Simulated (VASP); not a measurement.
Wanted: the native input for a VASP 6.6.1 run.

- Task: electron localisation function
- Functional: AM05
- Dispersion: D4
- Potentials or basis: VASP PAW PBE potentials, release 64 (Ti_pv)
- Cutoff: 520 eV
- k mesh: 8 × 8 × 8
- Occupations: fermi-dirac, width 0.02 eV
- Spin: no spin polarisation
- Further INCAR settings: ALGO = Normal; EDIFF = 1e-06

The structure of Ti lies in Ti.cif:

```cif
data_Ti
_cell_length_a 3.28200000
_cell_length_b 3.28200000
_cell_length_c 3.28200000
_cell_angle_alpha 90.00000000
_cell_angle_beta 90.00000000
_cell_angle_gamma 90.00000000
_space_group_name_H-M_alt 'Im-3m'
_space_group_name_Hall '-I 4 2 3'
_space_group_IT_number 229
loop_
_space_group_symop_operation_xyz
'x,y,z'
'-x,-y,-z'
'-y,x,z'
'y,-x,-z'
'-x,-y,z'
'x,y,-z'
'y,-x,z'
'-y,x,-z'
'x,-y,-z'
'-x,y,z'
'-y,-x,-z'
'y,x,z'
'-x,y,-z'
'x,-y,z'
'y,x,-z'
'-y,-x,z'
'z,x,y'
'-z,-x,-y'
'z,-y,x'
'-z,y,-x'
'z,-x,-y'
'-z,x,y'
'z,y,-x'
'-z,-y,x'
'-z,x,-y'
'z,-x,y'
'-z,-y,-x'
'z,y,x'
'-z,-x,y'
'z,x,-y'
'-z,y,x'
'z,-y,-x'
'y,z,x'
'-y,-z,-x'
'x,z,-y'
'-x,-z,y'
'-y,z,-x'
'y,-z,x'
'-x,z,y'
'x,-z,-y'
'-y,-z,x'
'y,z,-x'
'-x,-z,-y'
'x,z,y'
'y,-z,-x'
'-y,z,x'
'x,-z,y'
'-x,z,-y'
'x+1/2,y+1/2,z+1/2'
'-x+1/2,-y+1/2,-z+1/2'
'-y+1/2,x+1/2,z+1/2'
'y+1/2,-x+1/2,-z+1/2'
'-x+1/2,-y+1/2,z+1/2'
'x+1/2,y+1/2,-z+1/2'
'y+1/2,-x+1/2,z+1/2'
'-y+1/2,x+1/2,-z+1/2'
'x+1/2,-y+1/2,-z+1/2'
'-x+1/2,y+1/2,z+1/2'
'-y+1/2,-x+1/2,-z+1/2'
'y+1/2,x+1/2,z+1/2'
'-x+1/2,y+1/2,-z+1/2'
'x+1/2,-y+1/2,z+1/2'
'y+1/2,x+1/2,-z+1/2'
'-y+1/2,-x+1/2,z+1/2'
'z+1/2,x+1/2,y+1/2'
'-z+1/2,-x+1/2,-y+1/2'
'z+1/2,-y+1/2,x+1/2'
'-z+1/2,y+1/2,-x+1/2'
'z+1/2,-x+1/2,-y+1/2'
'-z+1/2,x+1/2,y+1/2'
'z+1/2,y+1/2,-x+1/2'
'-z+1/2,-y+1/2,x+1/2'
'-z+1/2,x+1/2,-y+1/2'
'z+1/2,-x+1/2,y+1/2'
'-z+1/2,-y+1/2,-x+1/2'
'z+1/2,y+1/2,x+1/2'
'-z+1/2,-x+1/2,y+1/2'
'z+1/2,x+1/2,-y+1/2'
'-z+1/2,y+1/2,x+1/2'
'z+1/2,-y+1/2,-x+1/2'
'y+1/2,z+1/2,x+1/2'
'-y+1/2,-z+1/2,-x+1/2'
'x+1/2,z+1/2,-y+1/2'
'-x+1/2,-z+1/2,y+1/2'
'-y+1/2,z+1/2,-x+1/2'
'y+1/2,-z+1/2,x+1/2'
'-x+1/2,z+1/2,y+1/2'
'x+1/2,-z+1/2,-y+1/2'
'-y+1/2,-z+1/2,x+1/2'
'y+1/2,z+1/2,-x+1/2'
'-x+1/2,-z+1/2,-y+1/2'
'x+1/2,z+1/2,y+1/2'
'y+1/2,-z+1/2,-x+1/2'
'-y+1/2,z+1/2,x+1/2'
'x+1/2,-z+1/2,y+1/2'
'-x+1/2,z+1/2,-y+1/2'
loop_
_atom_site_label
_atom_site_type_symbol
_atom_site_symmetry_multiplicity
_atom_site_Wyckoff_symbol
_atom_site_fract_x
_atom_site_fract_y
_atom_site_fract_z
_atom_site_occupancy
Ti1 Ti 2 a 0.0000000000 0.0000000000 0.0000000000 1
```

The structure of Ti lies in POSCAR:

```
Ti
 1.0000000000000000
     3.2820000000000000    0.0000000000000000    0.0000000000000000
     0.0000000000000000    3.2820000000000000    0.0000000000000000
     0.0000000000000000    0.0000000000000000    3.2820000000000000
 Ti 
   2
Cartesian
  0.0000000000000000  0.0000000000000000  0.0000000000000000
  1.6410000000000000  1.6410000000000000  1.6410000000000000
```

This isn't the form of Ti at room conditions, which is hcp.

These files were run (other wordings do the same):

INCAR

```
SYSTEM = Ti
PREC = Accurate
ENCUT = 520
EDIFF = 1E-6
ISMEAR = -1
SIGMA = 0.02
LREAL = .False.
LASPH = .True.
NELM = 60
ALGO = Normal
ISIF = 2
LWAVE = .False.
LCHARG = .True.
GGA = AM
IVDW = 13
LELF = .True.
```

KPOINTS

```
regular mesh
0
Gamma
  8 8 8
  0 0 0
```

Potentials or basis: VASP PAW PBE potentials, release 64 (Ti_pv).

Run with:

```bash
$ ase convert -i cif -o vasp Ti.cif POSCAR
$ cat potpaw_PBE.64/Ti_pv/POTCAR > POTCAR
$ mpirun -np 1 vasp_std > vasp.out
```

Results of the run:

```yaml
Pressure: -7.7 GPa
Band_gap_on_the_k_mesh: none (metal or under the smearing width)
Dispersion_energy_per_atom: -0.116 eV
```

Caveat: the PAW data sets were made with another functional, which shifts forces and pressure a little; pairwise dispersion overbinds metals, which lowers pressure and volume.

It took 10 s on 1 thread of AMD EPYC 9R45 (Zen 5), on a shared host, peak memory 0.11 GiB.
